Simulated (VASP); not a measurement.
Wanted: the native input for a VASP 6.6.1 run.

| Property | Result |
| --- | --- |
| Task | relaxation of cell and atoms |
| Functional | revPBE |
| Dispersion | D4 |
| Potentials or basis | VASP PAW PBE potentials, release 64 (Ti_sv, O) |
| Cutoff | 600 eV |
| k mesh | 7 × 5 × 3 |
| Occupations | fermi-dirac, width 0.05 eV |
| Spin | no spin polarisation |
| Further INCAR settings | ALGO = Fast; EDIFF = 1e-06; IBRION = 2; EDIFFG = -0.02; NSW = 60; ISIF = 3 |

The structure of TiO2 lies in POSCAR:

```
TiO2
1.0
    2.9682645463      0.0000000000      0.0000000000
    0.0002080834      4.7076067549      0.0000000000
    1.4835696211      0.2423534620      7.0834647979
Ti O
3 6
Direct
    0.0033718700      0.0003888100      0.0007031900
    0.3446402100      0.4802596500      0.3169598700
    0.6617081400      0.5204743600      0.6844963600
    0.4400381600      0.1854376900      0.1285388000
    0.7779263400      0.2977287500      0.4518780700
    0.1012362400      0.3089534200      0.8062432200
    0.9064972100      0.6918369900      0.1951715700
    0.2294071500      0.7030072800      0.5495147300
    0.5680256700      0.8153000600      0.8728271800
```

The cell comes from a database or a generator and needn't be the stable form of this composition.

One way to write it, as run:

INCAR

```
  ALGO = Fast
  EDIFF = 1E-6
  EDIFFG = -0.02
  ENCUT = 600
  GGA = RE
  IBRION = 2
  ISIF = 3
  ISMEAR = -1
  IVDW = 13
  LASPH = T
  LCHARG = F
  LREAL = F
  LWAVE = F
  NELM = 60
  NSW = 60
  PREC = Accurate
  SIGMA = 0.05
```

KPOINTS

```
k-points
0
Gamma
  7 5 3
```

Potentials or basis: VASP PAW PBE potentials, release 64 (Ti_sv, O).

The run is started by

```bash
$ cat potpaw_PBE.64/Ti_sv/POTCAR potpaw_PBE.64/O/POTCAR > POTCAR
$ mpirun -np 1 vasp_std > vasp.out
```

Results of the run:

```json
{"Relaxed volume": "10.91 Å³/atom", "Relaxed cell": "a = 2.965 Å, b = 4.665 Å, c = 7.256 Å, α = 87.99°, β = 78.21°, γ = 90.00°", "Space group after relaxing (to 0.05 Å)": "C2/m (No. 12)", "Energy gained by relaxing": "0.6 meV/atom", "Ionic steps": "12", "Pressure after relaxing": "0.0 GPa", "Largest force after relaxing": "0.011 eV/Å", "Band gap on the k mesh": "2.30 eV, indirect (least direct gap 2.31 eV)", "Dispersion energy per atom": "-0.394 eV"}
```

Caveat: the PAW data sets were made with another functional, which shifts forces and pressure a little; an odd mesh through Γ misses points on the zone boundary, where band edges often lie.

Run time: 25 min on 1 thread of Intel(R) Xeon(R) Platinum 8488C (Sapphire Rapids), on a shared host, peak memory 0.38 GiB.
